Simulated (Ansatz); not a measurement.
Consider a crystal of CdSe in space group I-43m (No. 217), with Cd on 8c; Se on 8c. A trial structure of CdSe was built thus: 4-connected net, two elements alternating.

The calculation used DFT PBE, scalar-relativistic, plane waves, PAW in Ansatz. Cutoff 420 eV, Γ-centred mesh, Gaussian smearing, no spin polarisation.

The zero of energy is the elements' standard structures at the same level; no fitted shifts are applied.

Q: Which cell and coordinates does it relax to?

A:

Space group I-43m (No. 217). a = 8.460 Å, b = 8.460 Å, c = 8.460 Å, α = 90.00°, β = 90.00°, γ = 90.00°
| atom | site | symmetry | x | y | z |
| --- | --- | --- | --- | --- | --- |
| Cd | 8c | .3m | 0.1591 | 0.1591 | 0.1591 |
| Se | 8c | .3m | 0.3363 | 0.3363 | 0.3363 |

Cd is surrounded by 4 Se at 2.60–2.73 Å; around Se lie 4 Cd at 2.60–2.73 Å. Another local minimum with the same sites may exist.

Q: Where does its energy lie, and is it a metal?

A: The formation energy is −0.517 eV/atom and the gap on the 6×6×6 mesh of the 8-atom cell is 0.92 eV. A negative formation energy is needed for stability but isn't enough: competing phases decide.

The last run used Gaussian smearing of 0.02 eV. Kohn–Sham gaps at this level usually fall short of measured ones. The reference form of Se is held partly by dispersion forces, which this level lacks. Symmetry constrained the relaxation, so the result can be a saddle point.
